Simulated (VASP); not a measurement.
# AlN (P6_3mc) in VASP: notebook

The runs below take AlN through dielectric tensor, with PBE.

Program: VASP 6.6.1. These are calculated values, not measurements. Logs are shortened: lines on timing, memory, paths and dates and some standing lists are left out, and cuts for length are marked.

### Step 1. Starting point

Symmetry: P6_3mc, No. 186, hexagonal system. Conventional cell: a = 3.113 Å, b = 3.113 Å, c = 4.981 Å, α = 90.00°, β = 90.00°, γ = 120.00°. Al (site symmetry 3m) is surrounded by 4 N at 1.89 Å. N (site symmetry 3m) has 4 Al at 1.89 Å as nearest neighbours.

### Step 2. Dielectric tensor, PBE

INCAR reads:

```
  PREC = Accurate
  ENCUT = 460
  EDIFF = 1E-8
  ISMEAR = 0
  SIGMA = 0.01
  LREAL = False
  LASPH = True
  NELM = 100
  ALGO = Normal
  ISIF = 2
  LWAVE = False
  LCHARG = False
  GGA = PE
  LEPSILON = True
```

KPOINTS reads:

```
Automatic mesh
0
Gamma
  8 8 4
```

POSCAR reads:

```
AlN
1.0
    3.1130000000      0.0000000000      0.0000000000
   -1.5565000000      2.6959370820      0.0000000000
    0.0000000000      0.0000000000      4.9810000000
Al N
2 2
Direct
    0.6666666667      0.3333333333      0.5000000000
    0.3333333333      0.6666666667      0.0000000000
    0.6666666667      0.3333333333      0.8800000000
    0.3333333333      0.6666666667      0.3800000000
```

Potentials or basis: VASP PAW PBE potentials, release 64 (Al, N).

Command:

```console
$ cat potpaw_PBE.64/Al/POTCAR potpaw_PBE.64/N/POTCAR > POTCAR
$ mpirun -np 1 vasp_std > vasp.out
```

OUTCAR:

```text
PREC = Accurate
   ENCUT = 460
   EDIFF = 1E-8
   ISMEAR = 0
   LREAL = False
   LASPH = True
   NELM = 100
   ISIF = 2
   GGA = PE
   LEPSILON = True

 Found     30 irreducible k-points:

 Following reciprocal coordinates:
            Coordinates               Weight
  0.000000  0.000000  0.000000      1.000000
  0.125000  0.000000  0.000000      6.000000
  0.250000  0.000000  0.000000      6.000000
  0.375000  0.000000  0.000000      6.000000
  0.500000  0.000000  0.000000      3.000000
  0.125000  0.125000  0.000000      6.000000
   k-points           NKPTS =     30   k-points in BZ     NKDIM =     30   number of bands    NBANDS=     12
   number of dos      NEDOS =    301   number of ions     NIONS =      4
   total plane-waves  NPLWV =  20736
   dimension x,y,z NGX =    24 NGY =   24 NGZ =   36
   dimension x,y,z NGXF=    48 NGYF=   48 NGZF=   72
   ions per type =               2   2
   NGX,Y,Z   is equivalent  to a cutoff of  12.82, 12.82, 12.02 a.u.
   NGXF,Y,Z  is equivalent  to a cutoff of  25.63, 25.63, 24.03 a.u.
 SYSTEM =  unknown system
   PREC   = accura    normal or accurate (medium, high low for compatibility)
   ISTART =      0    job   : 0-new  1-cont  2-samecut
   ICHARG =      2    charge: 1-file 2-atom 10-const
   ISPIN  =      1    spin polarized calculation?
   LNONCOLLINEAR =      F non collinear calculations
   LSORBIT =      F    spin-orbit coupling
   LASPH  =      T    aspherical Exc in radial PAW
   ENCUT  =  460.0 eV  33.81 Ry    5.81 a.u.   5.44  5.44  8.71*2*pi/ulx,y,z
   NELM   =    100;   NELMIN=  2; NELMDL= -5     # of ELM steps
   EDIFF  = 0.1E-07   stopping-criterion for ELM
   LREAL  =      F    real-space projection
   EDIFFG = 0.1E-06   stopping-criterion for IOM
   NSW    =      0    number of steps for IOM
   IBRION =     -1    ionic relax: 0-MD 1-quasi-New 2-CG
   NFREE  =      0    steps in history (QN), initial steepest desc. (CG)
   ISIF   =      2    stress and relaxation
   ISYM   =      2    0-nonsym 1-usesym 2-fastsym
   POTIM  = 0.5000    time-step for ionic-motion
   TEBEG  =    0.0;   TEEND  =   0.0 temperature during run
   PSTRESS=    0.0 pullay stress
   NELECT =      16.0000    total number of electrons
   NUPDOWN=      -1.0000    fix difference up-down
   EMIN   =  10.00;   EMAX   =-10.00  energy-range for DOS
   EFERMI =   0.00;   METHOD = LEGACY
   ISMEAR =     0;   SIGMA  =   0.01  broadening in eV -4-tet -1-fermi 0-gaus
   EFERMI_NEDOS =   21; number of points for ismear=-14 and -15
   IALGO  =     38    algorithm
   IMIX   =      4    mixing-type and parameters
     AMIX     =   0.40;   BMIX     =  1.00
     AMIX_MAG =   1.60;   BMIX_MAG =  1.00
  volume/ion in A,a.u.               =      10.45        70.52
  Fermi-wavevector in a.u.,A,eV,Ry     =   1.188629  2.246183 19.222843  1.412839
  Thomas-Fermi vector in A             =   2.324754
   LORBIT       =      0    0 simple, 1 ext, 2 COOP (PROOUT), +10 PAW based schemes
   GGA     = PE    functional components
   LHFCALC =     F    Hartree Fock is set to
   AEXX    =    0.0000 exact exchange contribution
   IVDW    =     0    specifies the selected vdW correction
   LEPSILON=     T    determine dielectric tensor
   LRPA    =     F    only Hartree local field effects (RPA)
 non-spin polarized calculation
 Gauss-broadening in eV      SIGMA  =   0.01
  energy-cutoff  :      460.00
  volume of cell :       41.80
 maximum number of plane-waves:       966
 NGX is ok and might be reduce to    24
   NGX = 11   NGY = 11   NGZ = 17

--------------------------------------- Ionic step        1  -------------------------------------------

 number of electron      15.9999994 magnetization

 E-fermi :   6.1640     XC(G=0): -10.9070

 val. band max:        6.1216513906   @ k =   0.0000   0.0000   0.0000
 cond. band min:      10.3450618597   @ k =   0.0000   0.0000   0.0000
 fundamental gap:      4.2234104691
 Fermi energy:         6.1639657909

 k-point     1 :       0.0000    0.0000    0.0000
  band No.  band energies     occupation
      1      -9.0376      2.00000
      2      -6.8889      2.00000
      3       0.1485      2.00000
      4       5.2899      2.00000
      5       5.2899      2.00000
      6       5.9417      2.00000
      7       5.9417      2.00000
      8       6.1217      2.00000
      9      10.3451      0.00000
     10      12.7860      0.00000
     11      16.7428      0.00000
     12      17.2873      0.00000

 k-point     2 :       0.1250    0.0000    0.0000
  band No.  band energies     occupation
      1      -8.8402      2.00000
      2      -6.7795      2.00000
      3       0.3839      2.00000
      4       4.4205      2.00000
      5       5.0470      2.00000
      6       5.1175      2.00000
      7       5.9046      2.00000
      8       6.0313      2.00000
      9      11.1794      0.00000
     10      13.5206      0.00000
     11      15.9150      0.00000
     12      16.2194      0.00000

 k-point     3 :       0.2500    0.0000    0.0000
  band No.  band energies     occupation
      1      -8.2902      2.00000
      2      -6.5222      2.00000
      3       1.0600      2.00000
      4       2.6976      2.00000
      5       3.6910      2.00000
      6       4.5818      2.00000
      7       5.6859      2.00000
      8       5.7400      2.00000
      9      12.3332      0.00000
     10      13.7436      0.00000
     11      14.2177      0.00000
     12      16.1712      0.00000

 k-point     4 :       0.3750    0.0000    0.0000
  band No.  band energies     occupation
      1      -7.5468      2.00000
      2      -6.3378      2.00000
      3       1.2537      2.00000
      4       2.0491      2.00000
      5       2.4902      2.00000
      6       4.2029      2.00000
      7       4.9853      2.00000
      8       5.5464      2.00000
      9      12.2207      0.00000
     10      12.4559      0.00000
     11      14.1972      0.00000
     12      16.4337      0.00000

 k-point     5 :       0.5000    0.0000    0.0000
  band No.  band energies     occupation
      1      -7.0758      2.00000
      2      -6.3805      2.00000
      3       0.7035      2.00000
      4       1.9902      2.00000
      5       2.7916      2.00000
      6       4.0621      2.00000
      7       4.3543      2.00000
      8       5.4643      2.00000
      9      11.9420      0.00000
     10      11.9483      0.00000
     11      14.3271      0.00000
     12      16.4311      0.00000

 k-point     6 :       0.1250    0.1250    0.0000
  band No.  band energies     occupation
      1      -8.4657      2.00000
      2      -6.5948      2.00000
      3       0.8406      2.00000
      4       3.4886      2.00000
      5       3.6613      2.00000
      6       4.9013      2.00000
      7       5.5938      2.00000
      8       5.8159      2.00000
      9      12.2182      0.00000
     10      14.3990      0.00000
     11      14.8256      0.00000
     12      15.1209      0.00000

 [... further k-points ...]

  FORCE on cell =-STRESS in cart. coord.  units (eV):
  Direction    XX          YY          ZZ          XY          YZ          ZX
  --------------------------------------------------------------------------------------
  -------------------------------------------------------------------------------------
  Total        0.6211686      0.6211686      1.0508625      0.0000000     -0.0000000      0.0000000
  in kB       23.8075484     23.8075484     40.2764377      0.0000000     -0.0000000      0.0000000
  external PRESSURE =      29.2971782 kB  Pullay stress =       0.0000000 kB

 VOLUME and BASIS-vectors are now :
 -----------------------------------------------------------------------------
  energy-cutoff  :      460.00
  volume of cell :       41.80
      direct lattice vectors                 reciprocal lattice vectors
     3.113000000  0.000000000  0.000000000     0.321233537  0.185464269  0.000000000
    -1.556500000  2.695937082  0.000000000     0.000000000  0.370928538  0.000000000
     0.000000000  0.000000000  4.981000000     0.000000000  0.000000000  0.200762899

 POSITION                                       TOTAL-FORCE (eV/Angst)
 -----------------------------------------------------------------------------------
      1.55650      0.89865      2.49050         0.000000      0.000000     -0.128815
     -0.00000      1.79729      0.00000        -0.000000      0.000000     -0.128815
      1.55650      0.89865      4.38328        -0.000000      0.000000      0.128815
     -0.00000      1.79729      1.89278         0.000000     -0.000000      0.128815
 -----------------------------------------------------------------------------------
    total drift:                               -0.000000      0.000000      0.000198

  FREE ENERGIE OF THE ION-ELECTRON SYSTEM (eV)
  ---------------------------------------------------
  free  energy   TOTEN  =       -29.7771527794 eV

  energy  without entropy=      -29.7771527794  energy(sigma->0) =      -29.77715278

 HEAD OF MICROSCOPIC STATIC DIELECTRIC TENSOR (INDEPENDENT PARTICLE, excluding Hartree and local field effects)
 ------------------------------------------------------
           4.588961     0.000000     0.000000
           0.000000     4.588961     0.000000
           0.000000    -0.000000     4.764163
 ------------------------------------------------------

 Free energy of the ion-electron system (eV)
  ---------------------------------------------------
  ---------------------------------------------------
  free energy    TOTEN  =        -0.43967590 eV

  energy without entropy =       -0.43967590

------------------------ aborting loop because EDIFF is reached ----------------------------------------

--------------------------------------- Ionic step        2  -------------------------------------------

------------------------ aborting loop because EDIFF is reached ----------------------------------------

--------------------------------------- Ionic step        3  -------------------------------------------

 Free energy of the ion-electron system (eV)
  ---------------------------------------------------
  ---------------------------------------------------
  free energy    TOTEN  =        -0.46210442 eV

  energy without entropy =       -0.46210442

------------------------ aborting loop because EDIFF is reached ----------------------------------------

 PIEZOELECTRIC TENSOR FIELD DIRECTION 3  (e Angst)
 -----------------------------------------------------------------------------
     0.68735  0.00000 -0.00000           (  0.00369  0.00000  0.00000)
     0.00000  0.68735  0.00000           (  0.00000  0.00369  0.00000)
    -0.00000  0.00000 -1.03900           (  0.00000  0.00000 -0.00227)

 PIEZOELECTRIC TENSOR FIELD DIRECTION 3  (C/m^2)
 -----------------------------------------------------------------------------
     0.26344  0.00000 -0.00000
     0.00000  0.26344  0.00000
    -0.00000  0.00000 -0.39822

 MACROSCOPIC STATIC DIELECTRIC TENSOR (including local field effects in DFT)
 ------------------------------------------------------
           4.448621     0.000000     0.000000
           0.000000     4.448621     0.000000
           0.000000     0.000000     4.640803
 ------------------------------------------------------

 PIEZOELECTRIC TENSOR (including local field effects)  for field in x, y, z        (e  Angst)
          XX          YY          ZZ          XY          YZ          ZX
  --------------------------------------------------------------------------------
  x    -0.00000     0.00000     0.00000    -0.00000     0.00000     0.89100
  y    -0.00000     0.00000     0.00000     0.00000     0.89100     0.00000
  z     0.68735     0.68735    -1.03900     0.00000     0.00000     0.00000

 PIEZOELECTRIC TENSOR (including local field effects)  for field in x, y, z        (C/m^2)
          XX          YY          ZZ          XY          YZ          ZX
  --------------------------------------------------------------------------------
  x    -0.00000     0.00000     0.00000    -0.00000     0.00000     0.34149
  y    -0.00000     0.00000     0.00000     0.00000     0.34149     0.00000
  z     0.26344     0.26344    -0.39822     0.00000     0.00000     0.00000

 BORN EFFECTIVE CHARGES (including local field effects) (in |e|, cummulative output)
 ---------------------------------------------------------------------------------
 ion    1
    1     2.51428     0.00000     0.00000
    2     0.00000     2.51428     0.00000
    3     0.00000     0.00000     2.66791
 ion    2
    1     2.51428     0.00000    -0.00000
    2     0.00000     2.51428     0.00000
    3     0.00000     0.00000     2.66791
 ion    3
    1    -2.51428     0.00000     0.00000
    2     0.00000    -2.51428     0.00000
    3     0.00000     0.00000    -2.66791
 ion    4
    1    -2.51428     0.00000     0.00000
    2     0.00000    -2.51428     0.00000
    3     0.00000     0.00000    -2.66791
```

Wall time 2.3 min (1 thread of Intel Xeon Platinum 8488C (Sapphire Rapids), shared host); peak memory 0.2 GiB.

These settings aren't checked as converged: the numbers below hold their error.

Results:

```
Band gap on the k mesh                  : 4.22 eV, direct
Electronic dielectric tensor (diagonal) : 4.45, 4.45, 4.64
Born charges (mean of the diagonal)     : Al +2.57; N -2.57 e
```

Caveat: the cutoff is under 1.25 times the usual one of these potentials, so pressure, stress and relaxed cells hold a basis-set (Pulay) error.

(Part 1 of 2 ends here.)
